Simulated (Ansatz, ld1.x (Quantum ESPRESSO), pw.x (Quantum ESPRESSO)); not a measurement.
pw.x on bcc Al: one setting changed

Potential: ultrasoft, ld1.x (Quantum ESPRESSO) 7.5, PBE; core [Ne], reference 3s2 3p1; waves: 3s (bound): rcut 1.70, rcutus 1.90 bohr; 3s channel at 1 Ry: rcut 1.70, rcutus 1.90 bohr; 3p (bound): rcut 1.50, rcutus 1.85 bohr; 3p channel at 3.9 Ry: rcut 1.50, rcutus 1.85 bohr; 3d channel at 0.35 Ry: rc 1.95 bohr; local part: the d channel; core correction: none; augmentation: PSQ, radius 1.65 bohr.

The reference run (k-mesh 14³, cutoffs 40/320 Ry, Fermi–Dirac 0.01 Ry, mixing_beta 0.4, conv_thr 1e-9, no spin) gives 0.86 GPa at 16.945 Å³/atom, where all-electron LAPW gives 0.07 GPa. This run, with its own iteration cap, changes conv_thr to 1e-12.

```
&control
  calculation='scf', prefix='x', pseudo_dir='./', outdir='./tmp', tstress=.true., disk_io='none'
/
&system
  ibrav=0, nat=1, ntyp=1, ecutwfc=40, ecutrho=320, nbnd=8,
  occupations='smearing', smearing='fd', degauss=0.01
/
&electrons
  conv_thr=1e-12, mixing_beta=0.4, electron_maxstep=50
/
ATOMIC_SPECIES
Al 1.0 Al.UPF
CELL_PARAMETERS angstrom
  -1.61805716 1.61805716 1.61805716
  1.61805716 -1.61805716 1.61805716
  1.61805716 1.61805716 -1.61805716
ATOMIC_POSITIONS crystal
Al 0.0000 0.0000 0.0000
K_POINTS automatic
14 14 14 0 0 0
```

```bash
pw.x < Al.scf.in > Al.scf.out
```

How does the run end?

It converges in 7 iterations; the free energy moves by +0.0 meV/atom and the pressure by +0.00 GPa. The result is that of the reference run.

```
Message from routine setup:
     using ibrav=0 with symmetry is DISCOURAGED, use correct ibrav instead
     lattice parameter (alat)  =       5.2961  a.u.
     unit-cell volume          =     114.3505 (a.u.)^3
     number of electrons       =         3.00
     number of Kohn-Sham states=            8
     kinetic-energy cutoff     =      40.0000  Ry
     charge density cutoff     =     320.0000  Ry
     scf convergence threshold =      1.0E-12
     Exchange-correlation= PBE
     number of k points=   104  Fermi-Dirac smearing, width (Ry)=  0.0100
     iteration #  1     ecut=    40.00 Ry     beta= 0.40
     total energy              =      -4.14475524 Ry
     estimated scf accuracy    <       0.00467942 Ry
     iteration #  2     ecut=    40.00 Ry     beta= 0.40
     total energy              =      -4.14486323 Ry
     estimated scf accuracy    <       0.00158762 Ry
     iteration #  3     ecut=    40.00 Ry     beta= 0.40
     total energy              =      -4.14490270 Ry
     estimated scf accuracy    <       0.00000138 Ry
     iteration #  4     ecut=    40.00 Ry     beta= 0.40
     total energy              =      -4.14490510 Ry
     estimated scf accuracy    <       0.00000017 Ry
     iteration #  5     ecut=    40.00 Ry     beta= 0.40
     total energy              =      -4.14490511 Ry
     estimated scf accuracy    <       0.00000002 Ry
     iteration #  6     ecut=    40.00 Ry     beta= 0.40
     total energy              =      -4.14490511 Ry
     estimated scf accuracy    <          1.8E-10 Ry
     iteration #  7     ecut=    40.00 Ry     beta= 0.40
     the Fermi energy is     7.6598 ev
!    total energy              =      -4.14490511 Ry
     estimated scf accuracy    <          3.9E-13 Ry
     smearing contrib. (-TS)   =      -0.00173852 Ry
     The total energy is F=E-TS. E is the sum of the following terms:
     one-electron contribution =       2.80753525 Ry
     hartree contribution      =       0.00316153 Ry
     xc contribution           =      -1.59799737 Ry
     ewald contribution        =      -5.35586600 Ry
     convergence has been achieved in   7 iterations
          total   stress  (Ry/bohr**3)                   (kbar)     P=        8.64
     Message from routine punch:
     Nothing written, as per user request (disk_io='none')
```

The run took about 4.4 s on one core of a shared host (Neoverse-V2, 96 threads, 742 GiB, load 43).
